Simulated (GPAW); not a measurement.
Set up this calculation in GPAW 26.7.0, as an ASE script.

```yaml
Task: single point
Functional: PBE
Potentials_or_basis: GPAW PAW data sets (gpaw-data 1.2.1)
Cutoff: 600 eV
Basis: pw
k_mesh: 3 × 6 × 6
Occupations: gaussian, width 0.011 eV
Spin: no spin polarisation
Maxiter: 150
```

The structure of SnSe lies in SnSe.xyz:

```xyz
8
Lattice="11.4200000000 0.0000000000 0.0000000000 0.0000000000 4.1900000000 0.0000000000 0.0000000000 0.0000000000 4.4600000000" Properties=species:S:1:pos:R:3 pbc="T T T"
Sn    10.0153400000      3.1425000000      4.0541400000
Sn     7.1146600000      1.0475000000      1.8241400000
Sn     4.3053400000      3.1425000000      2.6358600000
Sn     1.4046600000      1.0475000000      0.4058600000
Se     7.3430600000      3.1425000000      4.3886400000
Se     9.7869400000      1.0475000000      2.1586400000
Se     1.6330600000      3.1425000000      2.3013600000
Se     4.0769400000      1.0475000000      0.0713600000
```

One way to write it, as run:

run.py

```python
from ase.dft.bandgap import bandgap
from ase.io import read, write
from ase.units import GPa
from gpaw import GPAW, PW

atoms = read('SnSe.xyz')

calc = GPAW(mode=PW(600),
            xc='PBE',
            kpts={'size': (3, 6, 6), 'gamma': True},
            occupations={'name': 'methfessel-paxton', 'order': 0, 'width': 0.011},
            nbands=62,
            convergence={'density': 1e-05, 'energy': 1e-05},
            maxiter=150,
            txt='gpaw.txt')
atoms.calc = calc
energy = atoms.get_potential_energy()
forces = atoms.get_forces()
stress = atoms.get_stress()
calc.write('gs.gpw')
write('result.traj', atoms)
print(f'Energy: {energy:.6f} eV')
print('Forces (eV/A):')
print(forces.round(4))
print('Stress (GPa):', (stress / GPa).round(3))
print('Fermi level:', round(calc.get_fermi_level(), 4), 'eV')
print(f'Gap: {bandgap(calc)[0]:.4f} eV, direct: {bandgap(calc, direct=True)[0]:.4f} eV')
```

Potentials or basis: GPAW PAW data sets (gpaw-data 1.2.1), pw.

The run is started by

```console
$ OMP_NUM_THREADS=1 python run.py
```

Results of the run:

```yaml
Pressure: 2.2 GPa
Largest_force: 0.305 eV/Å
Band_gap_on_the_k_mesh: 0.53 eV, indirect (least direct gap 0.70 eV)
```

Caveat: spin-orbit coupling is left out, which moves the levels of the heavy elements; an odd mesh through Γ misses points on the zone boundary, where band edges often lie.

Run time: 5.6 min on 1 thread of Intel(R) Xeon(R) 6975P-C (Granite Rapids), on a shared host, peak memory 0.72 GiB.
